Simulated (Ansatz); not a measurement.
A (001) slab of P (Cmce (No. 64)), 10 planes, outer planes P (top) and P (bottom), with 10 atoms (P10) in a surface cell of A = 18.181 Å², as cut from the bulk:

```
P
1.0
     3.29960    0.00000    0.00000
    -1.64980    5.50995    0.00000
     0.00000    0.00000   25.58246
P
10
Direct
  0.90457 0.80914 0.29317
  0.40457 0.80914 0.35070
  0.59543 0.19086 0.38220
  0.09543 0.19086 0.43974
  0.90457 0.80914 0.47123
  0.40457 0.80914 0.52877
  0.59543 0.19086 0.56026
  0.09543 0.19086 0.61780
  0.90457 0.80914 0.64930
  0.40457 0.80914 0.70683
```

All numbers below come from DFT r2SCAN, scalar-relativistic, plane waves, PAW (Ansatz 0.2.0). Plane waves to 500 eV, a k mesh through Γ of 11×7×1 on the computed 10-atom cell and Gaussian smearing (0.05 eV); no spin polarisation.

Against the same 10 atoms in the bulk, the slab as cut lies 1.971 eV higher and the relaxed slab 1.782 eV higher.

Problem. Work out the surface energy before and after relaxation.

Solution. The slab has two faces, so γ = (E_slab − N·E_bulk)/(2A), the mean of both. As cut: 1.971/(2 × 18.181) = 0.0542 eV/Å², and 1 eV/Å² = 16.02 J/m², so γ = 0.87 J/m². Relaxed: 1.782/(2 × 18.181) = 0.0490 eV/Å² = 0.79 J/m². Relaxation recovers 10 % of the cost of cutting.

Problem. What is the ideal work of this cut, per area?

Solution. Griffith's ideal work is 2γ: 1.74 J/m² if the new faces stay rigid, 1.57 J/m² if they relax. Other cuts parallel to this plane can cost less. One thickness was run, 10 planes, so γ can still shift with it.